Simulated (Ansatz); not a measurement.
**TaN: single point with PBE**

TaN:

```
CELL_PARAMETERS angstrom
0.00000 2.21132 2.21132
2.21132 0.00000 2.21132
2.21132 2.21132 0.00000
ATOMIC_POSITIONS crystal
Ta 0.50000 0.50000 0.50000
N 0.00000 0.00000 0.00000
```

The cell comes from a database or a generator and needn't be the stable form of this composition.

```json
{"Program": "Ansatz 0.2.0", "Task": "single point", "Functional": "PBE", "Potentials or basis": "Ansatz PAW", "Cutoff": "420 eV (not typed: the program's choice for these potentials)", "k mesh": "10 × 10 × 10", "Occupations": "gaussian, width 0.026 eV", "Spin": "no spin polarisation"}
```

```yaml
Pressure: -1.4 GPa
Band_gap_on_the_k_mesh: none (metal or under the smearing width)
```

Levels at points of the mesh, in eV from the Fermi level:
```
             k point  band 5  band 6  band 7  band 8  band 9  band 10  band 11  band 12  band 13  band 14
  (0.00, 0.00, 0.00)  -18.75   -3.82   -3.82   -3.82   -2.11    -2.11    -2.11     0.02     0.02     1.31
 (0.00, 0.00, -0.50)  -15.85  -10.28   -7.51   -7.51    1.80     1.80     1.88     3.68     7.31     7.31
(0.00, -0.50, -0.50)  -17.52   -6.66   -5.40   -4.64   -4.64     2.02     3.40     3.40     4.30     6.59
```

Wall time 0.82 s on 2 threads of Arm Neoverse V1, on a shared host, peak memory 0.27 GiB.

Caveat: the pressure holds a Pulay correction of +0.5 GPa for the finite cutoff. Spin-orbit coupling is left out, which matters for the levels of Ta.
